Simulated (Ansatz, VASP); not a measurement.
MgI2 in VASP and in Ansatz

INCAR

```
PREC = Accurate
ENCUT = 520
EDIFF = 1E-6
ISMEAR = 0
SIGMA = 0.05
LREAL = F
LASPH = T
NELM = 80
ALGO = Normal
ISIF = 2
LWAVE = F
LCHARG = F
GGA = PE
NBANDS = 15
```

KPOINTS

```
regular mesh
0
Gamma
  6 6 4
```

Contents of POSCAR:

```
MgI2
1.0
    4.1537001214      0.0000000000      0.0000000000
   -2.0768500607      3.5972098248      0.0000000000
    0.0000000000      0.0000000000      6.8620000000
Mg I
1 2
Direct
    0.0302085952      0.0221142265      0.0000000000
    0.3333333333      0.6666666667      0.7576300000
    0.6666666667      0.3333333333      0.2423700000
```

Input for Ansatz:

```yaml
crystal:
  lattice:
    - [4.1537001214, 0.0, 0.0]
    - [-2.0768500607, 3.5972098248, 0.0]
    - [0.0, 0.0, 6.862]
  atoms:
    - { symbol: Mg, position: [0.0302085952, 0.0221142265, 0.0] }
    - { symbol: I, position: [0.3333333333, 0.6666666667, 0.75763] }
    - { symbol: I, position: [0.6666666667, 0.3333333333, 0.24237] }
basis:
  ecutwfc: 420
kpoints:
  mp_grid: { grid: [6, 6, 4] }
hamiltonian:
  xc: pbe
scf:
  occupations: { method: gaussian, width: 0.05 }
output:
  forces: true
  stress: true
  eigenvalues: true
```

Change from the starting cell: all Mg atoms moved +0.113 Å, as atom 1 along Cartesian [1 1 0].

Alike in both runs: task single point; functional PBE; k mesh 6 × 6 × 4; occupations gaussian, width 0.05 eV; no spin polarisation.

|  | VASP | Ansatz |
| --- | --- | --- |
| version | VASP 6.6.1 | Ansatz 0.2.0 |
| potentials or method | VASP PAW PBE potentials, release 64 (Mg, I) | scalar-relativistic, plane waves, PAW |
| plane-wave cutoff (eV) | 520 | 420 |
| valence electrons in the cell | 16 | 44 |

```tsv
	VASP	Ansatz	Ansatz less VASP
gap on the k mesh at the Fermi level (eV)	3.50	3.52	+0.020
least direct gap on the mesh (eV)	3.68	3.70	+0.018
pressure (GPa)	1.3	1.4	+0.06
largest component of the traceless stress (GPa)	0.20	0.20	-0.006
rms of the force components (eV/Å)	0.120	0.121	+0.0010
```

Atom by atom the forces differ by 0.005 eV/Å (rms over components). The functional is the same, so the differences come from potentials, cutoffs and numerics. The two sets of potentials don't hold the same shells in valence.

Caveats: spin-orbit coupling is left out, which moves the levels of the heavy elements. A k mesh can miss the band edges.
